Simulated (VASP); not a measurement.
# Cu (P6_3/mmc) in VASP: notebook, part 2 of 2

VASP 6.6.1. The steps go on from the part before.

## 3. Single point, PBE (volume 11.250 Å^3 an atom, c/a of the conventional cell 1.5374)

INCAR reads:

```
PREC = Accurate
ENCUT = 520
EDIFF = 1E-7
ISMEAR = 0
SIGMA = 0.15
LREAL = F
LASPH = T
NELM = 100
ALGO = Fast
ISIF = 2
LWAVE = F
LCHARG = F
GGA = PE
NBANDS = 18
```

KPOINTS reads:

```
Automatic mesh
0
Gamma
  21 21 12
```

POSCAR reads:

```
Cu
1.0
    2.5661872127      0.0000000000      0.0000000000
   -1.2830936064      2.2223833171      0.0000000000
    0.0000000000      0.0000000000      3.9452562208
Cu
2
Direct
    0.3333333333      0.6666666667      0.2500000000
    0.6666666667      0.3333333333      0.7500000000
```

Potentials or basis: VASP PAW PBE potentials, release 64 (Cu).

The run is started by

```bash
cat potpaw_PBE.64/Cu/POTCAR > POTCAR
mpirun -np 1 vasp_std > vasp.out
```

OUTCAR:

```text
PREC = Accurate
   ENCUT = 520
   EDIFF = 1E-7
   ISMEAR = 0
   LREAL = F
   LASPH = T
   NELM = 100
   ISIF = 2
   GGA = PE

 ion  position               nearest neighbor table
   1  0.333  0.667  0.250-   2 2.47   2 2.47   2 2.47   2 2.47   2 2.47   2 2.47
   2  0.667  0.333  0.750-   1 2.47   1 2.47   1 2.47   1 2.47   1 2.47   1 2.47

  LATTYP: Found a hexagonal cell.
 ALAT       =     2.5661872127
 C/A-ratio  =     1.5374000000

  Lattice vectors:

 A1 = (   2.5661872127,   0.0000000000,   0.0000000000)
 A2 = (  -1.2830936064,   2.2223833171,   0.0000000000)
 A3 = (   0.0000000000,   0.0000000000,   3.9452562208)

Analysis of symmetry for initial positions (statically):
=====================================================================
 Subroutine PRICEL returns:
 Original cell was already a primitive cell.

 Routine SETGRP: Setting up the symmetry group for a
 hexagonal supercell.

 Subroutine GETGRP returns: Found 24 space group operations
 (whereof 12 operations were pure point group operations)
 out of a pool of 24 trial point group operations.

[... 163 lines left out ...]
  free energy    TOTEN  =        -7.35350095 eV

  energy without entropy =       -7.34532439  energy(sigma->0) =       -7.34941267

 E-fermi :   8.1790     XC(G=0): -13.0077

 val. band max:        8.1785867068   @ k =   0.2857   0.2381   0.1667
 cond. band min:       8.1800562041   @ k =   0.3810   0.1429   0.1667
 fundamental gap:      0.0014694973
 Fermi energy:         8.1790013729

 k-point     1 :       0.0000    0.0000    0.0000
  band No.  band energies     occupation
      1      -1.5234      2.00000
      2       2.9402      2.00000
      3       5.0735      2.00000
      4       5.0735      2.00000
      5       5.2409      2.00000
      6       5.3505      2.00000
[... 481 lines left out ...]
      5       5.0356      2.00000
      6       5.1900      2.00000
[... 10 lines left out ...]
     17      28.2942      0.00000
     18      29.8389      0.00000

 [... further k-points ...]

------------------------ aborting loop because EDIFF is reached ----------------------------------------

  FORCE on cell =-STRESS in cart. coord.  units (eV):
  Direction    XX          YY          ZZ          XY          YZ          ZX
  --------------------------------------------------------------------------------------
  -------------------------------------------------------------------------------------
  Total        1.0375721      1.0375721      2.7946269     -0.0000000      0.0000000      0.0000000
  in kB       73.8833128     73.8833128    198.9994640     -0.0000000      0.0000000      0.0000000
  external PRESSURE =     115.5886965 kB  Pullay stress =       0.0000000 kB

 VOLUME and BASIS-vectors are now :
 -----------------------------------------------------------------------------
  energy-cutoff  :      520.00
  volume of cell :       22.50
      direct lattice vectors                 reciprocal lattice vectors
     2.566187213  0.000000000  0.000000000     0.389683183  0.224983690  0.000000000
    -1.283093606  2.222383317  0.000000000     0.000000000  0.449967381  0.000000000
     0.000000000  0.000000000  3.945256221     0.000000000  0.000000000  0.253468962

 POSITION                                       TOTAL-FORCE (eV/Angst)
 -----------------------------------------------------------------------------------
     -0.00000      1.48159      0.98631         0.000000      0.000000     -0.000000
      1.28309      0.74079      2.95894        -0.000000      0.000000      0.000000
 -----------------------------------------------------------------------------------
    total drift:                               -0.000000      0.000000     -0.000000

  FREE ENERGIE OF THE ION-ELECTRON SYSTEM (eV)
  ---------------------------------------------------
  free  energy   TOTEN  =        -7.3535009461 eV

  energy  without entropy=       -7.3453243907  energy(sigma->0) =       -7.34941267
```

stdout:

```text
POSCAR found type information on POSCAR Cu
 POSCAR found :  1 types and       2 ions
 scaLAPACK will be used
 LDA part: xc-table for (Slater+PW92), standard interpolation
 POSCAR, INCAR and KPOINTS ok, starting setup
 FFT: planning ... GRIDC
 FFT: planning ... GRID_SOFT
 FFT: planning ... GRID
 WAVECAR not read
 entering main loop
WARNING in EDDRMM: call to ZHEGV failed, returncode =   8  4     15
WARNING in EDDRMM: call to ZHEGV failed, returncode =   6  3     15
WARNING in EDDRMM: call to ZHEGV failed, returncode =   6  3     16
 num prob  num prob WARNING in EDDRMM: call to ZHEGV failed, returncode =   6  3     17
 num prob  num prob  num prob  num prob  num prob  num prob  num prob RMM:  16    -0.735350098656E+01    0.14855E-06   -0.79797E-07 10870   0.780E-03    0.133E-03
WARNING in EDDRMM: call to ZHEGV failed, returncode =   8  4     18
 num prob  num prob  num prob  num prob  num prob  num prob  num prob  num prob  num prob  num prob  num prob  num prob  num prob  num prob  num prob  num prob  num prob  num prob  num prob RMM:  17    -0.735350094609E+01    0.40471E-07   -0.92330E-08  7863   0.340E-03
```

It took 90 s on 1 thread of Intel Xeon Platinum 8559C (Emerald Rapids), shared host; peak memory 0.22 GiB.

Results:

```
Free energy            : -7.3535 eV
Pressure               : 11.6 GPa
Band gap on the k mesh : none (metal or under the smearing width)
```

Stress tensor (GPa, compression positive):
```
 7.39  0.00  0.00
 0.00  7.39  0.00
 0.00  0.00 19.90
```
